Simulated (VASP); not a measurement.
# Si2Mo (I4/mmm) in VASP: notebook

The runs below take Si2Mo through single point, with PBE.

Program: VASP 6.6.1. These are calculated values, not measurements. Logs are shortened: lines on timing, memory, paths and dates and some standing lists are left out, and cuts for length are marked.

## 1. Starting point

Symmetry: I4/mmm, No. 139, tetragonal system. Conventional cell: a = 3.200 Å, b = 3.200 Å, c = 7.861 Å, α = 90.00°, β = 90.00°, γ = 90.00°. Mo (site symmetry 4/mmm) has 10 Si at 2.62 Å as nearest neighbours. Around Si (site symmetry 4mm) lie 5 Si at 2.61 to 2.63 Å and 5 Mo at 2.62 Å.

## 2. Single point, PBE

File INCAR:

```
ADDGRID = F ; ALGO = Normal
EDIFF = 1E-8 ; ENCUT = 900
GGA = PE ; ISIF = 2
ISMEAR = 1 ; LASPH = T
LCHARG = F ; LREAL = F
LWAVE = F ; NBANDS = 18
NELM = 100 ; PREC = Accurate
SIGMA = 0.1
```

File KPOINTS:

```
k-points
0
Gamma
  15 15 15
```

File POSCAR:

```
Si2Mo
1.0
   -1.6000000000      1.6000000000      3.9305000000
    1.6000000000     -1.6000000000      3.9305000000
    1.6000000000      1.6000000000     -3.9305000000
Mo Si
1 2
Direct
   -0.0128720000      0.0152880000      0.0344780000
    0.6968840000      0.6719970000      0.0123430000
    0.3571860000      0.3365870000      0.0211040000
```

Potentials or basis: VASP PAW PBE potentials, release 64 (Mo_sv, Si).

Launch:

```sh
$ cat potpaw_PBE.64/Mo_sv/POTCAR potpaw_PBE.64/Si/POTCAR > POTCAR
$ mpirun -np 1 vasp_std > vasp.out
```

OUTCAR:

```text
EDIFF = 1E-8
   ENCUT = 900
   GGA = PE
   ISIF = 2
   ISMEAR = 1
   LASPH = T
   LREAL = F
   NELM = 100
   PREC = Accurate

 ion  position               nearest neighbor table
   1  0.987  0.015  0.034-   2 2.41   3 2.45   3 2.52   3 2.57   2 2.63   3 2.64   2 2.69   3 2.77
                             2 2.77   2 2.83
   2  0.697  0.672  0.012-   1 2.41   3 2.56   3 2.57   3 2.59   3 2.60   1 2.63   3 2.69   1 2.69
                             1 2.77   1 2.83
   3  0.357  0.337  0.021-   1 2.45   1 2.52   2 2.56   1 2.57   2 2.57   2 2.59   2 2.60   1 2.64
                             2 2.69   1 2.77

  LATTYP: Found a body centered tetragonal cell.
 ALAT       =     3.2000000000
 C/A-ratio  =     2.4565625000

  Lattice vectors:

 A1 = (  -1.6000000000,   1.6000000000,   3.9305000000)
 A2 = (   1.6000000000,  -1.6000000000,   3.9305000000)
 A3 = (   1.6000000000,   1.6000000000,  -3.9305000000)

Analysis of symmetry for initial positions (statically):
=====================================================================
 Subroutine PRICEL returns:
 Original cell was already a primitive cell.

 Routine SETGRP: Setting up the symmetry group for a
 body centered tetragonal supercell.

 Subroutine GETGRP returns: Found  1 space group operations
 (whereof  1 operations were pure point group operations)
 out of a pool of 16 trial point group operations.

The static configuration has the point symmetry C_1 .

Analysis of symmetry for dynamics (positions and initial velocities):
=====================================================================
 Subroutine PRICEL returns:
 Original cell was already a primitive cell.

 Routine SETGRP: Setting up the symmetry group for a
 body centered tetragonal supercell.

 Subroutine GETGRP returns: Found  1 space group operations
 (whereof  1 operations were pure point group operations)
 out of a pool of 16 trial point group operations.

The dynamic configuration has the point symmetry C_1 .

 Subroutine INISYM returns: Found  1 space group operations
 (whereof  1 operations are pure point group operations),
 and found     1 'primitive' translations

----------------------------------------------------------------------------------------

                                     Primitive cell

  volume of cell :      40.2483

  direct lattice vectors                    reciprocal lattice vectors
    -1.600000000  1.600000000  3.930500000     0.000000000  0.312500000  0.127210279
     1.600000000 -1.600000000  3.930500000     0.312500000  0.000000000  0.127210279
     1.600000000  1.600000000 -3.930500000     0.312500000  0.312500000  0.000000000

  length of vectors
     4.535287229  4.535287229  4.535287229     0.337399918  0.337399918  0.441941738

  position of ions in fractional coordinates (direct lattice)
     0.987128000  0.015288000  0.034478000
     0.696884000  0.671997000  0.012343000
     0.357186000  0.336587000  0.021104000

  ion indices of the primitive-cell ions
   primitive index   ion index
                 1           1
                 2           2
                 3           3

----------------------------------------------------------------------------------------

 KPOINTS: k-points

Automatic generation of k-mesh.
 Grid dimensions read from file:
 generate k-points for:   15   15   15

 Generating k-lattice:

  Cartesian coordinates                     Fractional coordinates (reciprocal lattice)
     0.000000000  0.020833333  0.008480685     0.066666667  0.000000000 -0.000000000
     0.020833333  0.000000000  0.008480685     0.000000000  0.066666667 -0.000000000
     0.020833333  0.020833333  0.000000000     0.000000000  0.000000000  0.066666667

  Length of vectors
     0.022493328  0.022493328  0.029462783

  Shift w.r.t. Gamma in fractional coordinates (k-lattice)
     0.000000000  0.000000000  0.000000000

 Subroutine IBZKPT returns following result:
 ===========================================

 Found   1688 irreducible k-points:

 Following reciprocal coordinates:
            Coordinates               Weight
  0.000000  0.000000  0.000000      1.000000
  0.066667 -0.000000  0.000000      2.000000
 -0.000000  0.066667  0.000000      2.000000
 -0.000000  0.066667 -0.066667      2.000000
  0.066667 -0.000000 -0.066667      2.000000
  0.133333 -0.000000  0.000000      2.000000
[... 16 lines left out ...]
  0.000000  0.400000  0.000000      2.000000
  0.000000  0.400000 -0.400000      2.000000
 [... further k-points ...]
   k-points           NKPTS =   1688   k-points in BZ     NKDIM =   1688   number of bands    NBANDS=     18
   number of dos      NEDOS =    301   number of ions     NIONS =      3
   total plane-waves  NPLWV = 110592
   dimension x,y,z NGX =    48 NGY =   48 NGZ =   48
   dimension x,y,z NGXF=    96 NGYF=   96 NGZF=   96
   ions per type =               1   2
   NGX,Y,Z   is equivalent  to a cutoff of  17.59, 17.59, 17.59 a.u.
   NGXF,Y,Z  is equivalent  to a cutoff of  35.19, 35.19, 35.19 a.u.
 SYSTEM =  unknown system
   PREC   = accura    normal or accurate (medium, high low for compatibility)
   ISTART =      0    job   : 0-new  1-cont  2-samecut
   ICHARG =      2    charge: 1-file 2-atom 10-const
   ISPIN  =      1    spin polarized calculation?
   LNONCOLLINEAR =      F non collinear calculations
   LSORBIT =      F    spin-orbit coupling
   LASPH  =      T    aspherical Exc in radial PAW
   ENCUT  =  900.0 eV  66.15 Ry    8.13 a.u.  11.09 11.09 11.09*2*pi/ulx,y,z
   NELM   =    100;   NELMIN=  2; NELMDL= -5     # of ELM steps
   EDIFF  = 0.1E-07   stopping-criterion for ELM
   LREAL  =      F    real-space projection
   EDIFFG = 0.1E-06   stopping-criterion for IOM
   NSW    =      0    number of steps for IOM
   IBRION =     -1    ionic relax: 0-MD 1-quasi-New 2-CG
   NFREE  =      0    steps in history (QN), initial steepest desc. (CG)
   ISIF   =      2    stress and relaxation
   ISYM   =      2    0-nonsym 1-usesym 2-fastsym
   POTIM  = 0.5000    time-step for ionic-motion
   TEBEG  =    0.0;   TEEND  =   0.0 temperature during run
   PSTRESS=    0.0 pullay stress
   NELECT =      22.0000    total number of electrons
   NUPDOWN=      -1.0000    fix difference up-down
   EMIN   =  10.00;   EMAX   =-10.00  energy-range for DOS
   EFERMI =   0.00;   METHOD = LEGACY
   ISMEAR =     1;   SIGMA  =   0.10  broadening in eV -4-tet -1-fermi 0-gaus
   EFERMI_NEDOS =   21; number of points for ismear=-14 and -15
   IALGO  =     38    algorithm
   IMIX   =      4    mixing-type and parameters
     AMIX     =   0.40;   BMIX     =  1.00
     AMIX_MAG =   1.60;   BMIX_MAG =  1.00
  volume/ion in A,a.u.               =      13.42        90.54
  Fermi-wavevector in a.u.,A,eV,Ry     =   1.338546  2.529484 24.377614  1.791704
  Thomas-Fermi vector in A             =   2.467007
   LORBIT       =      0    0 simple, 1 ext, 2 COOP (PROOUT), +10 PAW based schemes
   GGA     = PE    functional components
   LHFCALC =     F    Hartree Fock is set to
   AEXX    =    0.0000 exact exchange contribution
   IVDW    =     0    specifies the selected vdW correction
   LEPSILON=     F    determine dielectric tensor
   LRPA    =     F    only Hartree local field effects (RPA)
 non-spin polarized calculation
 Methfessel and Paxton  Order N= 1 SIGMA  =   0.10
  energy-cutoff  :      900.00
  volume of cell :       40.25
 maximum number of plane-waves:      2486
 NGX is ok and might be reduce to    48
   NGX = 23   NGY = 23   NGZ = 23

 number of electron      22.0000000 magnetization

 Free energy of the ion-electron system (eV)
  ---------------------------------------------------
  ext. energy  EPLUGINS =         0.00000000
  ---------------------------------------------------
  free energy    TOTEN  =       -22.91467472 eV

  energy without entropy =      -22.91464343  energy(sigma->0) =      -22.91466429

 E-fermi :  12.2711     XC(G=0): -12.4133

 val. band max:       12.2660826282   @ k =  -0.2667   0.3333   0.4667
 cond. band min:      12.2777962736   @ k =  -0.2000  -0.3333   0.2667
 fundamental gap:      0.0117136453
 Fermi energy:        12.2710585928

 k-point     1 :       0.0000    0.0000    0.0000
  band No.  band energies     occupation
      1     -48.4459      2.00000
      2     -22.6620      2.00000
      3     -22.5092      2.00000
      4     -22.5028      2.00000
      5      -1.2351      2.00000
      6       5.9947      2.00000
[... 10 lines left out ...]
     17      17.2915      0.00000
     18      17.4484      0.00000

 k-point     2 :       0.0667   -0.0000    0.0000
  band No.  band energies     occupation
      1     -48.4451      2.00000
      2     -22.6612      2.00000
      3     -22.5193      2.00000
      4     -22.5030      2.00000
      5      -1.1549      2.00000
      6       6.0007      2.00000
[... 10 lines left out ...]
     17      17.5468      0.00000
     18      17.8129      0.00000

 k-point     3 :      -0.0000    0.0667    0.0000
  band No.  band energies     occupation
      1     -48.4451      2.00000
      2     -22.6612      2.00000
      3     -22.5166      2.00000
      4     -22.5057      2.00000
      5      -1.1548      2.00000
      6       6.0038      2.00000
[... 10 lines left out ...]
     17      17.4078      0.00000
     18      17.9019      0.00000

 k-point     4 :      -0.0000    0.0667   -0.0667
  band No.  band energies     occupation
      1     -48.4451      2.00000
      2     -22.6611      2.00000
      3     -22.5194      2.00000
      4     -22.5029      2.00000
      5      -1.1549      2.00000
      6       6.0011      2.00000
[... 375 lines left out ...]
      4     -22.4829      2.00000
      5       1.3788      2.00000
      6       3.9025      2.00000
[... 10 lines left out ...]
     17      18.9222      0.00000
     18      20.2041      0.00000

 k-point    23 :       0.0000    0.4000    0.0000
  band No.  band energies     occupation
      1     -48.4292      2.00000
      2     -22.7354      2.00000
      3     -22.6445      2.00000
      4     -22.4859      2.00000
      5       1.3881      2.00000
      6       3.9303      2.00000
[... 10 lines left out ...]
     17      18.8463      0.00000
     18      20.2175      0.00000

 k-point    24 :       0.0000    0.4000   -0.4000
  band No.  band energies     occupation
      1     -48.4291      2.00000
      2     -22.7394      2.00000
      3     -22.6442      2.00000
      4     -22.4828      2.00000
      5       1.3783      2.00000
      6       3.9066      2.00000
[... 10 lines left out ...]
     17      18.9175      0.00000
     18      20.2226      0.00000

 [... further k-points ...]
[... 5 lines left out ...]
  --------------------------------------------------------------------------------------
  -------------------------------------------------------------------------------------
  Total        1.3210756      1.4496374      2.1033323     -0.2488773      0.2979193     -0.5776598
  in kB       52.5884658     57.7061643     83.7279994     -9.9071345     11.8593672    -22.9950832
  external PRESSURE =      64.6742098 kB  Pullay stress =       0.0000000 kB

 VOLUME and BASIS-vectors are now :
 -----------------------------------------------------------------------------
  energy-cutoff  :      900.00
  volume of cell :       40.25
      direct lattice vectors                 reciprocal lattice vectors
    -1.600000000  1.600000000  3.930500000     0.000000000  0.312500000  0.127210279
     1.600000000 -1.600000000  3.930500000     0.312500000  0.000000000  0.127210279
     1.600000000  1.600000000 -3.930500000     0.312500000  0.312500000  0.000000000

 POSITION                                       TOTAL-FORCE (eV/Angst)
 -----------------------------------------------------------------------------------
     -1.49978      1.61011      3.80448        -0.978273      0.543476      2.653620
     -0.02007      0.05957      5.33187         0.299934     -0.074155     -2.247746
      0.00081      0.06672      2.64393         0.678339     -0.469321     -0.405874
 -----------------------------------------------------------------------------------
    total drift:                                0.000051     -0.000022     -0.000082

  FREE ENERGIE OF THE ION-ELECTRON SYSTEM (eV)
  ---------------------------------------------------
  free  energy   TOTEN  =       -22.9146747217 eV

  energy  without entropy=      -22.9146434258  energy(sigma->0) =      -22.91466429
```

Run time: 50 min. Hardware: 1 thread of Intel Xeon Platinum 8375C at 2.90GHz (Ice Lake), shared host; peak memory 2.4 GiB.

What came out:

| Item | Value |
| --- | --- |
| Free energy | -22.9147 eV |
| Pressure | 6.5 GPa |
| Largest force | 2.880 eV/Å |
| Band gap on the k mesh | none (metal or under the smearing width) |

Forces in eV/Å, atoms in the order of the input:
```
Mo  -0.978  0.543  2.654
Si   0.300 -0.074 -2.248
Si   0.678 -0.469 -0.406
```

Levels at points of the mesh, in eV from the Fermi level:
| k point | band 9 | band 10 | band 11 | band 12 | band 13 | band 14 |
| --- | --- | --- | --- | --- | --- | --- |
| (0.00, 0.00, 0.00) | -2.78 | -2.73 | 0.38 | 2.67 | 2.90 | 3.88 |

## 3. Single point, PBE

Edit INCAR of step 2 so:

```diff
@@ -1,3 +1,3 @@
 ADDGRID = F ; ALGO = Normal
-EDIFF = 1E-8 ; ENCUT = 900
+EDIFF = 1E-7 ; ENCUT = 550
 GGA = PE ; ISIF = 2
```

File KPOINTS:

```
k-points
0
Gamma
  10 10 10
```

File POSCAR:

```
Si2Mo
1.0
   -1.6000000000      1.6000000000      3.9305000000
    1.6000000000     -1.6000000000      3.9305000000
    1.6000000000      1.6000000000     -3.9305000000
Mo Si
1 2
Direct
    0.0000000000      0.0000000000      0.0000000000
    0.6670000000      0.6670000000      0.0000000000
    0.3330000000      0.3330000000      0.0000000000
```

Potentials or basis: VASP PAW PBE potentials, release 64 (Mo_sv, Si).

Launch:

```sh
$ cat potpaw_PBE.64/Mo_sv/POTCAR potpaw_PBE.64/Si/POTCAR > POTCAR
$ mpirun -np 1 vasp_std > vasp.out
```

Run time: 72 s. Hardware: 1 thread of Intel Xeon Platinum 8375C at 2.90GHz (Ice Lake), shared host; peak memory 0.24 GiB.

The run converged, but some of its settings lie outside the range that counts as converged, so its numbers aren't taken as properties of the crystal.

What came out:

| Quantity | Value |
| --- | --- |
| Free energy | -23.2505 eV |
| Pressure | 2.4 GPa |
| Largest force | 0.307 eV/Å |
| Band gap on the k mesh | none (metal or under the smearing width) |

[end of part 1 of 2]
